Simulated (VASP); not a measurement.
# CuO (Pm-3m) in VASP: further runs

One crystal, CuO, is run at these levels: r2SCAN; tasks: equation of state, elastic constants.

All numbers are computed with VASP 6.6.1; they aren't measurements. Logs are shortened: lines on timing, memory, paths and dates and some standing lists are left out, and cuts for length are marked.

### 1 The crystal as given

The structure is cubic, space group Pm-3m (No. 221). Conventional cell: a = 2.553 Å, b = 2.553 Å, c = 2.553 Å, α = 90.00°, β = 90.00°, γ = 90.00°. Cu (site symmetry m-3m) is surrounded by 8 O at 2.21 Å. O (site symmetry m-3m) is surrounded by 8 Cu at 2.21 Å.

Measurements of this composition are mostly on another form, of space group No. 15.

### 2 Equation of state, r2SCAN, 7.82 Å³/atom (volume scaled by 0.94)

File INCAR:

```
  PREC = Accurate
  ENCUT = 520
  EDIFF = 1E-7
  ISMEAR = -1
  SIGMA = 0.05
  LREAL = False
  LASPH = True
  NELM = 100
  ALGO = Normal
  ISIF = 2
  LWAVE = False
  LCHARG = False
  METAGGA = R2SCAN
  LMIXTAU = True
```

File KPOINTS:

```
Automatic mesh
0
Gamma
  10 10 10
```

File POSCAR:

```
CuO
1.0
    2.5004431193      0.0000000000      0.0000000000
    0.0000000000      2.5004431193      0.0000000000
    0.0000000000      0.0000000000      2.5004431193
Cu O
1 1
Direct
    0.0000000000      0.0000000000      0.0000000000
    0.5000000000      0.5000000000      0.5000000000
```

Potentials or basis: VASP PAW PBE potentials, release 64 (Cu, O).

On the command line:

```
cat potpaw_PBE.64/Cu/POTCAR potpaw_PBE.64/O/POTCAR > POTCAR
mpirun -np 1 vasp_std > vasp.out
```

OUTCAR:

```text
PREC = Accurate
   ENCUT = 520
   EDIFF = 1E-7
   ISMEAR = -1
   LREAL = False
   LASPH = True
   NELM = 100
   ISIF = 2
   METAGGA = R2SCAN

 Found     56 irreducible k-points:

 Following reciprocal coordinates:
            Coordinates               Weight
  0.000000  0.000000  0.000000      1.000000
  0.100000  0.000000  0.000000      6.000000
  0.200000  0.000000  0.000000      6.000000
  0.300000  0.000000  0.000000      6.000000
  0.400000  0.000000  0.000000      6.000000
  0.500000  0.000000  0.000000      3.000000
   k-points           NKPTS =     56   k-points in BZ     NKDIM =     56   number of bands    NBANDS=     12
   number of dos      NEDOS =    301   number of ions     NIONS =      2
   total plane-waves  NPLWV =   8000
   dimension x,y,z NGX =    20 NGY =   20 NGZ =   20
   dimension x,y,z NGXF=    40 NGYF=   40 NGZF=   40
   ions per type =               1   1
   NGX,Y,Z   is equivalent  to a cutoff of  13.30, 13.30, 13.30 a.u.
   NGXF,Y,Z  is equivalent  to a cutoff of  26.59, 26.59, 26.59 a.u.
 SYSTEM =  unknown system
   PREC   = accura    normal or accurate (medium, high low for compatibility)
   ISTART =      0    job   : 0-new  1-cont  2-samecut
   ICHARG =      2    charge: 1-file 2-atom 10-const
   ISPIN  =      1    spin polarized calculation?
   LNONCOLLINEAR =      F non collinear calculations
   LSORBIT =      F    spin-orbit coupling
   LASPH  =      T    aspherical Exc in radial PAW
   ENCUT  =  520.0 eV  38.22 Ry    6.18 a.u.   4.65  4.65  4.65*2*pi/ulx,y,z
   NELM   =    100;   NELMIN=  2; NELMDL= -5     # of ELM steps
   EDIFF  = 0.1E-06   stopping-criterion for ELM
   LREAL  =      F    real-space projection
   EDIFFG = 0.1E-05   stopping-criterion for IOM
   NSW    =      0    number of steps for IOM
   IBRION =     -1    ionic relax: 0-MD 1-quasi-New 2-CG
   NFREE  =      0    steps in history (QN), initial steepest desc. (CG)
   ISIF   =      2    stress and relaxation
   ISYM   =      2    0-nonsym 1-usesym 2-fastsym
   POTIM  = 0.5000    time-step for ionic-motion
   TEBEG  =    0.0;   TEEND  =   0.0 temperature during run
   PSTRESS=    0.0 pullay stress
   NELECT =      17.0000    total number of electrons
   NUPDOWN=      -1.0000    fix difference up-down
   EMIN   =  10.00;   EMAX   =-10.00  energy-range for DOS
   EFERMI =   0.00;   METHOD = LEGACY
   ISMEAR =    -1;   SIGMA  =   0.05  broadening in eV -4-tet -1-fermi 0-gaus
   EFERMI_NEDOS =   21; number of points for ismear=-14 and -15
   IALGO  =     38    algorithm
   IMIX   =      4    mixing-type and parameters
     AMIX     =   0.40;   BMIX     =  1.00
     AMIX_MAG =   1.60;   BMIX_MAG =  1.00
  volume/ion in A,a.u.               =       7.82        52.75
  Fermi-wavevector in a.u.,A,eV,Ry     =   1.683478  3.181312 38.560255  2.834099
  Thomas-Fermi vector in A             =   2.766672
   LORBIT       =      0    0 simple, 1 ext, 2 COOP (PROOUT), +10 PAW based schemes
   METAGGA = R2SCAN    functional components
   LHFCALC =     F    Hartree Fock is set to
   AEXX    =    0.0000 exact exchange contribution
   IVDW    =     0    specifies the selected vdW correction
   LEPSILON=     F    determine dielectric tensor
   LRPA    =     F    only Hartree local field effects (RPA)
 non-spin polarized calculation
  energy-cutoff  :      520.00
  volume of cell :       15.63
 maximum number of plane-waves:       441
 NGX is ok and might be reduce to    20
   NGX =  9   NGY =  9   NGZ =  9

 number of electron      17.0000020 magnetization

 Free energy of the ion-electron system (eV)
  ---------------------------------------------------
  ext. energy  EPLUGINS =         0.00000000
  ---------------------------------------------------
  free energy    TOTEN  =       -16.76384780 eV

  energy without entropy =      -16.74413833  energy(sigma->0) =      -16.75399306

 E-fermi :   8.3838     XC(G=0): -14.5474

 val. band max:        8.3272333574   @ k =   0.5000   0.3000   0.1000
 cond. band min:       8.3980322063   @ k =   0.5000   0.4000   0.2000
 fundamental gap:      0.0707988489
 Fermi energy:         8.3837569546

 k-point     1 :       0.0000    0.0000    0.0000
  band No.  band energies     occupation
      1     -13.4184      2.00000
      2       4.2966      2.00000
      3       4.2966      2.00000
      4       5.9638      2.00000
      5       5.9638      2.00000
      6       5.9638      2.00000
      7       6.4824      2.00000
      8       6.4824      2.00000
      9       6.4824      2.00000
     10      10.6621      0.00000
     11      25.7533      0.00000
     12      25.7533      0.00000

 k-point     2 :       0.1000    0.0000    0.0000
  band No.  band energies     occupation
      1     -13.2925      2.00000
      2       3.9001      2.00000
      3       4.3280      2.00000
      4       5.5081      2.00000
      5       5.5081      2.00000
      6       5.6548      2.00000
      7       6.4900      2.00000
      8       6.9884      2.00000
      9       6.9884      2.00000
     10      11.3635      0.00000
     11      25.2516      0.00000
     12      25.8449      0.00000

 k-point     3 :       0.2000    0.0000    0.0000
  band No.  band energies     occupation
      1     -12.9413      2.00000
      2       2.4736      2.00000
      3       4.4110      2.00000
      4       4.9566      2.00000
      5       4.9566      2.00000
      6       5.7855      2.00000
      7       6.5100      2.00000
      8       7.6784      2.00000
      9       7.6784      2.00000
     10      12.7050      0.00000
     11      23.8206      0.00000
     12      26.1177      0.00000

 k-point     4 :       0.3000    0.0000    0.0000
  band No.  band energies     occupation
      1     -12.4554      2.00000
      2       0.8171      2.00000
      3       4.5152      2.00000
      4       4.5224      2.00000
      5       4.5224      2.00000
      6       6.2972      2.00000
      7       6.5349      2.00000
      8       8.2994      1.68750
      9       8.2994      1.68750
     10      14.1057      0.00000
     11      21.8301      0.00000
     12      26.5501      0.00000

 k-point     5 :       0.4000    0.0000    0.0000
  band No.  band energies     occupation
      1     -12.0054      2.00000
      2      -0.4299      2.00000
      3       4.2467      2.00000
      4       4.2467      2.00000
      5       4.6009      2.00000
      6       6.5550      2.00000
      7       6.7872      2.00000
      8       8.7403      0.00160
      9       8.7403      0.00160
     10      15.5224      0.00000
     11      19.7643      0.00000
     12      27.0377      0.00000

 k-point     6 :       0.5000    0.0000    0.0000
  band No.  band energies     occupation
      1     -11.8157      2.00000
      2      -0.8973      2.00000
      3       4.1523      2.00000
      4       4.1523      2.00000
      5       4.6340      2.00000
      6       6.5627      2.00000
      7       6.9872      2.00000
      8       8.9015      0.00006
      9       8.9015      0.00006
     10      16.5430      0.00000
     11      18.4698      0.00000
     12      27.2839      0.00000

 [... further k-points ...]

------------------------ aborting loop because EDIFF is reached ----------------------------------------

  FORCE on cell =-STRESS in cart. coord.  units (eV):
  Direction    XX          YY          ZZ          XY          YZ          ZX
  --------------------------------------------------------------------------------------
  -------------------------------------------------------------------------------------
  Total        3.0994636      3.0994636      3.0994636      0.0000000     -0.0000000     -0.0000000
  in kB      317.6480433    317.6480433    317.6480433      0.0000000     -0.0000000     -0.0000000
  external PRESSURE =     317.6480433 kB  Pullay stress =       0.0000000 kB

 VOLUME and BASIS-vectors are now :
 -----------------------------------------------------------------------------
  energy-cutoff  :      520.00
  volume of cell :       15.63
      direct lattice vectors                 reciprocal lattice vectors
     2.500443119  0.000000000  0.000000000     0.399929113  0.000000000  0.000000000
     0.000000000  2.500443119  0.000000000     0.000000000  0.399929113  0.000000000
     0.000000000  0.000000000  2.500443119     0.000000000  0.000000000  0.399929113

 POSITION                                       TOTAL-FORCE (eV/Angst)
 -----------------------------------------------------------------------------------
      0.00000      0.00000      0.00000         0.000000      0.000000      0.000000
      1.25022      1.25022      1.25022         0.000000      0.000000      0.000000
 -----------------------------------------------------------------------------------
    total drift:                                0.000000      0.000000      0.000000

  FREE ENERGIE OF THE ION-ELECTRON SYSTEM (eV)
  ---------------------------------------------------
  free  energy   TOTEN  =       -16.7638478021 eV

  energy  without entropy=      -16.7441383276  energy(sigma->0) =      -16.75399306
```

It took 42 s on 1 thread of Intel Xeon Platinum 8259CL at 2.50GHz (Skylake/Cascade Lake), shared host; peak memory 0.13 GiB.

What came out:

```yaml
Free_energy: -16.7638 eV
Pressure: 31.8 GPa
Band_gap_on_the_k_mesh: none (metal or under the smearing width)
```

Caveat: the PAW data sets were made with another functional, which shifts forces and pressure a little; an odd number of electrons without spin polarisation forces a metal; a magnetic or distorted state may lie lower; the run has no spin polarisation, though such a crystal can be magnetic; semilocal functionals often make such compounds metallic where correlation or magnetic order opens a gap, which also shifts bond lengths.

### 3 Equation of state, r2SCAN, 7.98 Å³/atom (volume scaled by 0.96)

File INCAR:

```
PREC = Accurate ; ENCUT = 520
EDIFF = 1E-6 ; ISMEAR = -1
SIGMA = 0.05 ; LREAL = F
LASPH = T ; NELM = 100
ALGO = Normal ; ISIF = 2
LWAVE = F ; LCHARG = F
METAGGA = R2SCAN ; LMIXTAU = T
```

File KPOINTS:

```
regular mesh
0
Gamma
  10 10 10
```

File POSCAR:

```
CuO
1.0
    2.5180524539      0.0000000000      0.0000000000
    0.0000000000      2.5180524539      0.0000000000
    0.0000000000      0.0000000000      2.5180524539
Cu O
1 1
Direct
    0.0000000000      0.0000000000      0.0000000000
    0.5000000000      0.5000000000      0.5000000000
```

Potentials or basis: VASP PAW PBE potentials, release 64 (Cu, O).

On the command line:

```
cat potpaw_PBE.64/Cu/POTCAR potpaw_PBE.64/O/POTCAR > POTCAR
mpirun -np 1 vasp_std > vasp.out
```

It took 41 s on 1 thread of Intel Xeon Platinum 8259CL at 2.50GHz (Skylake/Cascade Lake), shared host; peak memory 0.13 GiB.

The run converged. Its results:

| Property | Result |
| --- | --- |
| Free energy | -16.8231 eV |
| Pressure | 25.0 GPa |
| Band gap on the k mesh | none (metal or under the smearing width) |

Caveat: the PAW data sets were made with another functional, which shifts forces and pressure a little; an odd number of electrons without spin polarisation forces a metal; a magnetic or distorted state may lie lower; the run has no spin polarisation, though such a crystal can be magnetic; semilocal functionals often make such compounds metallic where correlation or magnetic order opens a gap, which also shifts bond lengths.

### 4 Equation of state, r2SCAN, 8.15 Å³/atom (volume scaled by 0.98)

File INCAR:

```
PREC     = Accurate       # precision mode
ENCUT    = 520            # plane-wave cutoff, eV
EDIFF    = 1E-6           # SCF threshold, eV
ISMEAR   = -1             # smearing method
SIGMA    = 0.05           # smearing width, eV
LREAL    = F              # projectors in reciprocal space
LASPH    = T              # aspherical terms in the spheres
NELM     = 60             # most SCF steps
ALGO     = Normal         # electronic algorithm
ISIF     = 2              # what is computed and relaxed
LWAVE    = F              # write WAVECAR
LCHARG   = F              # write CHGCAR
METAGGA  = R2SCAN         # meta-GGA
LMIXTAU  = T
```

KPOINTS is that of step 3.

File POSCAR:

```
CuO
1.0
    2.5354188817      0.0000000000      0.0000000000
    0.0000000000      2.5354188817      0.0000000000
    0.0000000000      0.0000000000      2.5354188817
Cu O
1 1
Direct
    0.0000000000      0.0000000000      0.0000000000
    0.5000000000      0.5000000000      0.5000000000
```

On the command line:

```
cat potpaw_PBE.64/Cu/POTCAR potpaw_PBE.64/O/POTCAR > POTCAR
mpirun -np 1 vasp_std > vasp.out
```

Wall time 46 s (1 thread of Intel Xeon Platinum 8259CL at 2.50GHz (Skylake/Cascade Lake), shared host); peak memory 0.13 GiB.

Results (log left out):

```
Free energy            : -16.8688 eV
Pressure               : 18.6 GPa
Band gap on the k mesh : none (metal or under the smearing width)
```

Caveat: the PAW data sets were made with another functional, which shifts forces and pressure a little; an odd number of electrons without spin polarisation forces a metal; a magnetic or distorted state may lie lower; the run has no spin polarisation, though such a crystal can be magnetic; semilocal functionals often make such compounds metallic where correlation or magnetic order opens a gap, which also shifts bond lengths.

### 5 Equation of state, r2SCAN, 8.48 Å³/atom (volume scaled by 1.02)

File INCAR:

```
ALGO = Normal
EDIFF = 1E-6
ENCUT = 520
ISIF = 2
ISMEAR = -1
LASPH = True
LCHARG = False
LMIXTAU = True
LREAL = False
LWAVE = False
METAGGA = R2SCAN
NELM = 100
PREC = Accurate
SIGMA = 0.05
```

File KPOINTS:

```
k-points
0
Gamma
  10 10 10
```

File POSCAR:

```
CuO
1.0
    2.5694554113      0.0000000000      0.0000000000
    0.0000000000      2.5694554113      0.0000000000
    0.0000000000      0.0000000000      2.5694554113
Cu O
1 1
Direct
    0.0000000000      0.0000000000      0.0000000000
    0.5000000000      0.5000000000      0.5000000000
```

On the command line:

```
cat potpaw_PBE.64/Cu/POTCAR potpaw_PBE.64/O/POTCAR > POTCAR
mpirun -np 1 vasp_std > vasp.out
```

Wall time 43 s (1 thread of Intel Xeon Platinum 8259CL at 2.50GHz (Skylake/Cascade Lake), shared host); peak memory 0.13 GiB.

Results (log left out):

```yaml
Free_energy: -16.9244 eV
Pressure: 8.0 GPa
Band_gap_on_the_k_mesh: none (metal or under the smearing width)
```

Caveat: the PAW data sets were made with another functional, which shifts forces and pressure a little; an odd number of electrons without spin polarisation forces a metal; a magnetic or distorted state may lie lower; the run has no spin polarisation, though such a crystal can be magnetic; semilocal functionals often make such compounds metallic where correlation or magnetic order opens a gap, which also shifts bond lengths.

### 6 Equation of state, r2SCAN, 8.65 Å³/atom (volume scaled by 1.04)

File INCAR:

```
  ALGO = Normal
  EDIFF = 1E-6
  ENCUT = 520
  ISIF = 2
  ISMEAR = -1
  LASPH = True
  LCHARG = False
  LMIXTAU = True
  LREAL = False
  LWAVE = False
  METAGGA = R2SCAN
  NELM = 100
  PREC = Accurate
  SIGMA = 0.05
```

KPOINTS is that of step 5.

File POSCAR:

```
CuO
1.0
    2.5861406542      0.0000000000      0.0000000000
    0.0000000000      2.5861406542      0.0000000000
    0.0000000000      0.0000000000      2.5861406542
Cu O
1 1
Direct
    0.0000000000      0.0000000000      0.0000000000
    0.5000000000      0.5000000000      0.5000000000
```

Potentials or basis: VASP PAW PBE potentials, release 64 (Cu, O).

On the command line:

```
cat potpaw_PBE.64/Cu/POTCAR potpaw_PBE.64/O/POTCAR > POTCAR
mpirun -np 1 vasp_std > vasp.out
```

Wall time 43 s (1 thread of Intel Xeon Platinum 8259CL at 2.50GHz (Skylake/Cascade Lake), shared host); peak memory 0.13 GiB.

The run converged. Its results:

- Free energy: -16.9369 eV
- Pressure: 3.6 GPa
- Band gap on the k mesh: none (metal or under the smearing width)

Caveat: the PAW data sets were made with another functional, which shifts forces and pressure a little; an odd number of electrons without spin polarisation forces a metal; a magnetic or distorted state may lie lower; the run has no spin polarisation, though such a crystal can be magnetic; semilocal functionals often make such compounds metallic where correlation or magnetic order opens a gap, which also shifts bond lengths.

### 7 Equation of state, r2SCAN, 8.81 Å³/atom (volume scaled by 1.06)

File INCAR:

```
SYSTEM = CuO
PREC = Accurate
ENCUT = 520
EDIFF = 1E-7
ISMEAR = -1
SIGMA = 0.05
LREAL = .FALSE.
LASPH = .TRUE.
NELM = 80
ALGO = Normal
ISIF = 2
LWAVE = .FALSE.
LCHARG = .FALSE.
METAGGA = R2SCAN
LMIXTAU = .TRUE.
```

File KPOINTS:

```
regular mesh
0
G
  10 10 10
  0 0 0
```

File POSCAR:

```
CuO
1.0
    2.6026133318      0.0000000000      0.0000000000
    0.0000000000      2.6026133318      0.0000000000
    0.0000000000      0.0000000000      2.6026133318
Cu O
1 1
Direct
    0.0000000000      0.0000000000      0.0000000000
    0.5000000000      0.5000000000      0.5000000000
```

On the command line:

```
cat potpaw_PBE.64/Cu/POTCAR potpaw_PBE.64/O/POTCAR > POTCAR
mpirun -np 1 vasp_std > vasp.out
```

Wall time 49 s (1 thread of Intel Xeon Platinum 8259CL at 2.50GHz (Skylake/Cascade Lake), shared host); peak memory 0.13 GiB.

It converged, with:

```
Free energy            : -16.9408 eV
Pressure               : -0.4 GPa
Band gap on the k mesh : none (metal or under the smearing width)
```

Caveat: the PAW data sets were made with another functional, which shifts forces and pressure a little; an odd number of electrons without spin polarisation forces a metal; a magnetic or distorted state may lie lower; the run has no spin polarisation, though such a crystal can be magnetic; semilocal functionals often make such compounds metallic where correlation or magnetic order opens a gap, which also shifts bond lengths.

[end of part 1 of 2]
